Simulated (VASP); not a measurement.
# MoS2 (P6_3/mmc) in VASP: further runs, part 2 of 2

VASP 6.6.1. Earlier steps stand in the parts before.

## (3) Band structure, PBE

This run uses another cell than the first one, of 21.29 Å³/atom, 1.191 times its volume.

File INCAR:

```
SYSTEM = MoS2
  ALGO = Fast
  EDIFF = 1E-6
  ENCUT = 520
  GGA = PE
  ICORELEVEL = 1
  ISIF = 2
  ISMEAR = 0
  KPAR = 2
  LASPH = .TRUE.
  LCHARG = .FALSE.
  LMAXMIX = 4
  LREAL = .FALSE.
  LWAVE = .FALSE.
  NBANDS = 35
  NELM = 80
  PREC = Accurate
  SIGMA = 0.03
```

File KPOINTS:

```
k-points
0
G
  12 12 3
  0 0 0
```

File POSCAR:

```
MoS2                                    
1.0
    3.1848689021      0.0000000000      0.0000000000
   -1.5924344511      2.7581773723     -0.0000000000
   -0.0000000000      0.0000000000     14.5448526582
  Mo              S             
     2     4
Direct
     0.3333333300000021    0.6666666699999979    0.2500000000000000
     0.6666666699999979    0.3333333300000021    0.7500000000000000
     0.3333333300000021    0.6666666699999979    0.6426223852528928
     0.6666666699999979    0.3333333300000021    0.1426223852528928
     0.3333333300000021    0.6666666699999979    0.8573776147471072
     0.6666666699999979    0.3333333300000021    0.3573776147471072
```

File KPOINTS_OPT:

```
explicit points
186
Reciprocal
 0.0000000000  0.0000000000  0.0000000000 1
 0.0263157895  0.0000000000  0.0000000000 1
 0.0526315789  0.0000000000  0.0000000000 1
 0.0789473684  0.0000000000  0.0000000000 1
 0.1052631579  0.0000000000  0.0000000000 1
 0.1315789474  0.0000000000  0.0000000000 1
[... 178 lines left out ...]
 0.5000000000  0.0000000000  0.5000000000 1
 0.5000000000  0.0000000000  0.0000000000 1
```

Potentials or basis: VASP PAW PBE potentials, release 64 (Mo_sv, S).

Started as:

```sh
$ cat potpaw_PBE.64/Mo_sv/POTCAR potpaw_PBE.64/S/POTCAR > POTCAR
$ mpirun -np 2 vasp_std > vasp.out
```

OUTCAR:

```text
SYSTEM = MoS2
   EDIFF = 1E-6
   ENCUT = 520
   GGA = PE
   ISIF = 2
   ISMEAR = 0
   LASPH = .TRUE.
   LREAL = .FALSE.
   NELM = 80
   PREC = Accurate

 ion  position               nearest neighbor table
   1  0.333  0.667  0.250-   4 2.41   6 2.41   4 2.41   6 2.41   4 2.41   6 2.41
   2  0.667  0.333  0.750-   3 2.41   5 2.41   3 2.41   5 2.41   3 2.41   5 2.41
   3  0.333  0.667  0.643-   2 2.41   2 2.41   2 2.41
   4  0.667  0.333  0.143-   1 2.41   1 2.41   1 2.41
   5  0.333  0.667  0.857-   2 2.41   2 2.41   2 2.41
[... 1135 lines left out ...]
  -------------------------------------------------------------------------------------
  Total       -0.0220499     -0.0220499      0.0096925      0.0000000      0.0000000      0.0000000
  in kB       -0.2764993     -0.2764993      0.1215406      0.0000000      0.0000000      0.0000000
  external PRESSURE =      -0.1438194 kB  Pullay stress =       0.0000000 kB

 VOLUME and BASIS-vectors are now :
 -----------------------------------------------------------------------------
  energy-cutoff  :      520.00
  volume of cell :      127.77
      direct lattice vectors                 reciprocal lattice vectors
     3.184868902  0.000000000  0.000000000     0.313984666  0.181279132  0.000000000
    -1.592434451  2.758177372  0.000000000     0.000000000  0.362558264  0.000000000
     0.000000000  0.000000000 14.544852658     0.000000000  0.000000000  0.068752845

 POSITION                                       TOTAL-FORCE (eV/Angst)
 -----------------------------------------------------------------------------------
     -0.00000      1.83878      3.63621        -0.000000      0.000000      0.000000
      1.59243      0.91939     10.90864         0.000000     -0.000000      0.000000
     -0.00000      1.83878      9.34685         0.000000     -0.000000     -0.004351
      1.59243      0.91939      2.07442        -0.000000      0.000000     -0.004351
     -0.00000      1.83878     12.47043         0.000000     -0.000000      0.004351
      1.59243      0.91939      5.19800        -0.000000      0.000000      0.004351
 -----------------------------------------------------------------------------------
    total drift:                               -0.000015      0.000008     -0.000000

  FREE ENERGIE OF THE ION-ELECTRON SYSTEM (eV)
  ---------------------------------------------------
  free  energy   TOTEN  =       -43.7152103205 eV

  energy  without entropy=      -43.7152103205  energy(sigma->0) =      -43.71521032
```

It took 4 min on 2 MPI ranks of Intel Xeon Platinum 8488C (Sapphire Rapids), shared host; peak memory 0.39 GiB.

What came out:

```yaml
Free_energy: -43.7152 eV
Pressure: 0.0 GPa
Largest_force: 0.004 eV/Å
Band_gap_on_the_k_mesh: 1.43 eV, indirect (least direct gap 1.66 eV)
Band_gap_along_the_path: 1.43 eV, indirect (least direct gap 1.66 eV)
```

Forces on the atoms (eV/Å):
```
Mo   0.000  0.000  0.000
Mo   0.000  0.000  0.000
S    0.000  0.000 -0.004
S    0.000  0.000 -0.004
S    0.000  0.000  0.004
S    0.000  0.000  0.004
```

Levels at the corners of the path, in eV from the valence-band top:
| point | band 23 | band 24 | band 25 | band 26 | band 27 | band 28 | band 29 | band 30 |
| --- | --- | --- | --- | --- | --- | --- | --- | --- |
| Γ | -1.74 | -1.65 | -0.44 | 0.00 | 2.52 | 2.52 | 2.52 | 2.52 |
| M | -1.22 | -1.21 | -0.87 | -0.86 | 2.00 | 2.01 | 2.48 | 2.55 |
| M | -1.22 | -1.21 | -0.87 | -0.86 | 2.00 | 2.01 | 2.48 | 2.55 |
| K | -2.39 | -2.39 | -0.26 | -0.24 | 1.43 | 1.43 | 2.72 | 2.95 |
| K | -2.39 | -2.39 | -0.26 | -0.24 | 1.43 | 1.43 | 2.72 | 2.95 |
| Γ | -1.74 | -1.65 | -0.44 | 0.00 | 2.52 | 2.52 | 2.52 | 2.52 |
| Γ | -1.74 | -1.65 | -0.44 | 0.00 | 2.52 | 2.52 | 2.52 | 2.52 |
| A | -1.74 | -1.74 | -0.18 | -0.18 | 2.52 | 2.52 | 2.52 | 2.52 |
| A | -1.74 | -1.74 | -0.18 | -0.18 | 2.52 | 2.52 | 2.52 | 2.52 |
| L | -1.22 | -1.22 | -0.87 | -0.87 | 2.00 | 2.00 | 2.51 | 2.51 |
| L | -1.22 | -1.22 | -0.87 | -0.87 | 2.00 | 2.00 | 2.51 | 2.51 |
| H | -2.40 | -2.40 | -0.25 | -0.25 | 1.43 | 1.43 | 2.83 | 2.83 |
| H | -2.40 | -2.40 | -0.25 | -0.25 | 1.43 | 1.43 | 2.83 | 2.83 |
| A | -1.74 | -1.74 | -0.18 | -0.18 | 2.52 | 2.52 | 2.52 | 2.52 |
| L | -1.22 | -1.22 | -0.87 | -0.87 | 2.00 | 2.00 | 2.51 | 2.51 |
| M | -1.22 | -1.21 | -0.87 | -0.86 | 2.00 | 2.01 | 2.48 | 2.55 |
| K | -2.39 | -2.39 | -0.26 | -0.24 | 1.43 | 1.43 | 2.72 | 2.95 |
| H | -2.40 | -2.40 | -0.25 | -0.25 | 1.43 | 1.43 | 2.83 | 2.83 |

Core levels (eV, on the scale of the bands):
| atom | levels |
| --- | --- |
| 1 Mo | 1s -19811.1, 2s -2791.3, 2p -2494.3, 3s -468.5, 3p -371.2, 3d -213.0 |
| 2 Mo | 1s -19811.1, 2s -2791.3, 2p -2494.3, 3s -468.5, 3p -371.2, 3d -213.0 |
| 3 S | 1s -2394.5, 2s -200.5, 2p -145.3 |
| 4 S | 1s -2394.5, 2s -200.5, 2p -145.3 |
| 5 S | 1s -2394.5, 2s -200.5, 2p -145.3 |
| 6 S | 1s -2394.5, 2s -200.5, 2p -145.3 |

Caveat: this functional lacks dispersion, which binds the layers, so the pressure and a relaxed spacing across them are unreliable.

## (4) Band structure, PBE+D3(BJ)

This run uses another cell than the first one, of 17.30 Å³/atom, 0.968 times its volume.

File INCAR:

```
SYSTEM = MoS2
PREC     = Accurate       ! precision mode
ENCUT    = 520            ! plane-wave cutoff, eV
EDIFF    = 1E-7           ! SCF threshold, eV
ISMEAR   = 0              ! smearing method
SIGMA    = 0.03           ! smearing width, eV
LREAL    = .False.        ! projectors in reciprocal space
LASPH    = .True.         ! aspherical terms in the spheres
NELM     = 80             ! most SCF steps
ALGO     = Normal         ! electronic algorithm
ISIF     = 2              ! what is computed and relaxed
LWAVE    = .False.        ! write WAVECAR
LCHARG   = .False.        ! write CHGCAR
LMAXMIX  = 4              ! l up to which the mixer works
GGA      = PE             ! functional
IVDW     = 12             ! dispersion correction
NBANDS   = 35             ! bands
ICORELEVEL= 1            
KPAR     = 2
```

File KPOINTS:

```
Automatic mesh
0
Gamma
  12 12 3
  0 0 0
```

File POSCAR:

```
MoS2                                    
1.0
    3.1487811649      0.0000000000      0.0000000000
   -1.5743905825      2.7269244753      0.0000000000
    0.0000000000      0.0000000000     12.0885180131
  Mo              S             
     2     4
Direct
     0.3333333300000021    0.6666666699999979    0.2500000000000000
     0.6666666699999979    0.3333333300000021    0.7500000000000000
     0.3333333300000021    0.6666666699999979    0.6205253208522592
     0.6666666699999979    0.3333333300000021    0.1205253208522592
     0.3333333300000021    0.6666666699999979    0.8794746791477408
     0.6666666699999979    0.3333333300000021    0.3794746791477408
```

File KPOINTS_OPT:

```
explicit points
141
Reciprocal
 0.0000000000  0.0000000000  0.0000000000 1
 0.0357142857  0.0000000000  0.0000000000 1
 0.0714285714  0.0000000000  0.0000000000 1
 0.1071428571  0.0000000000  0.0000000000 1
 0.1428571429  0.0000000000  0.0000000000 1
 0.1785714286  0.0000000000  0.0000000000 1
[... 133 lines left out ...]
 0.5000000000  0.0000000000  0.5000000000 1
 0.5000000000  0.0000000000  0.0000000000 1
```

Started as:

```sh
$ cat potpaw_PBE.64/Mo_sv/POTCAR potpaw_PBE.64/S/POTCAR > POTCAR
$ mpirun -np 2 vasp_std > vasp.out
```

Run time: 7 min. Hardware: 2 MPI ranks of AMD EPYC 7R43 (Zen 3), shared host; peak memory 0.31 GiB.

The run converged. Its results:

- Free energy: -46.1704 eV
- Pressure: 0.0 GPa
- Band gap on the k mesh: 0.80 eV, indirect (least direct gap 1.71 eV)
- Band gap along the path: 0.80 eV, indirect (least direct gap 1.71 eV)
- Dispersion energy per atom: -0.438 eV

Forces on the atoms (eV/Å):
```
Mo   0.000  0.000  0.000
Mo   0.000  0.000  0.000
S    0.000  0.000 -0.003
S    0.000  0.000 -0.003
S    0.000  0.000  0.003
S    0.000  0.000  0.003
```

Levels at the corners of the path, in eV from the valence-band top:
```csv
point,band 24,band 25,band 26,band 27,band 28,band 29
Γ,-1.27,-1.11,0.00,2.09,2.09,2.13
M,-1.52,-1.49,-1.33,1.62,1.68,2.00
M,-1.52,-1.49,-1.33,1.62,1.68,2.00
K,-2.74,-0.83,-0.63,1.07,1.07,1.69
K,-2.74,-0.83,-0.63,1.07,1.07,1.69
Γ,-1.27,-1.11,0.00,2.09,2.09,2.13
Γ,-1.27,-1.11,0.00,2.09,2.09,2.13
A,-2.18,-0.27,-0.27,2.10,2.10,2.10
A,-2.18,-0.27,-0.27,2.10,2.10,2.10
L,-1.65,-1.40,-1.40,1.64,1.64,2.17
L,-1.65,-1.40,-1.40,1.64,1.64,2.17
H,-2.98,-0.75,-0.75,1.08,1.08,2.23
H,-2.98,-0.75,-0.75,1.08,1.08,2.23
A,-2.18,-0.27,-0.27,2.10,2.10,2.10
L,-1.65,-1.40,-1.40,1.64,1.64,2.17
M,-1.52,-1.49,-1.33,1.62,1.68,2.00
K,-2.74,-0.83,-0.63,1.07,1.07,1.69
H,-2.98,-0.75,-0.75,1.08,1.08,2.23
```

Core levels (eV, on the scale of the bands):
| atom | levels |
| --- | --- |
| 1 Mo | 1s -19808.5, 2s -2788.7, 2p -2491.7, 3s -465.9, 3p -368.7, 3d -210.5 |
| 2 Mo | 1s -19808.5, 2s -2788.7, 2p -2491.7, 3s -465.9, 3p -368.7, 3d -210.5 |
| 3 S | 1s -2392.0, 2s -198.1, 2p -142.9 |
| 4 S | 1s -2392.0, 2s -198.1, 2p -142.9 |
| 5 S | 1s -2392.0, 2s -198.1, 2p -142.9 |
| 6 S | 1s -2392.0, 2s -198.1, 2p -142.9 |

## (5) The runs side by side

| level | cell | gap on the mesh (eV) | pressure (GPa) |
| --- | --- | --- | --- |
| rev-vdW-DF2 | P6_3/mmc, 17.87 Å³/atom | 0.87 | 0.0 |
| PBE | P6_3/mmc, 21.29 Å³/atom | 1.43 | 0.0 |
| PBE+D3(BJ) | P6_3/mmc, 17.3 Å³/atom | 0.80 | 0.0 |

Alike in all rows: task band structure; potentials or basis VASP PAW PBE potentials, release 64 (Mo_sv, S); no spin polarisation; k mesh 12 × 12 × 3; cutoff (eV) 520; smearing gaussian 0.03 eV.

On the cell as given the gap runs from 0.80 eV (PBE+D3(BJ)) to 1.43 eV (PBE).

Caveats: the PAW data sets were made with another functional, which shifts forces and pressure a little (some runs); this functional lacks dispersion, which binds the layers, so the pressure and a relaxed spacing across them are unreliable (some runs).

Absolute energies hang on the potentials; compare differences alone.

## (6) How close it comes

Step 2. A measured gap of MoS2 is 1.3 eV (indirect; 300 K; “Multiwavelength excitation Raman Scattering Analysis of bulk and 2 dimensional MoS2: Vibrational properties of atomically thin MoS2 layers”, 2015, arxiv:1506.03228); the calculated 0.86 eV misses it by -0.44 eV. Spin-orbit coupling on Mo is left out. The value is that of rev-vdW-DF2, without temperature or zero-point motion.

Step 3. A measured gap of MoS2 is 1.3 eV (indirect; 300 K; “Multiwavelength excitation Raman Scattering Analysis of bulk and 2 dimensional MoS2: Vibrational properties of atomically thin MoS2 layers”, 2015, arxiv:1506.03228); the calculated 1.43 eV misses it by +0.13 eV. Spin-orbit coupling on Mo is left out. The value is that of PBE, without temperature or zero-point motion.

Step 4. A measured gap of MoS2 is 1.3 eV (indirect; 300 K; “Multiwavelength excitation Raman Scattering Analysis of bulk and 2 dimensional MoS2: Vibrational properties of atomically thin MoS2 layers”, 2015, arxiv:1506.03228); the calculated 0.80 eV misses it by -0.50 eV. Spin-orbit coupling on Mo is left out. The value is that of PBE+D3(BJ), without temperature or zero-point motion. Semilocal functionals fall short of measured gaps as a rule.
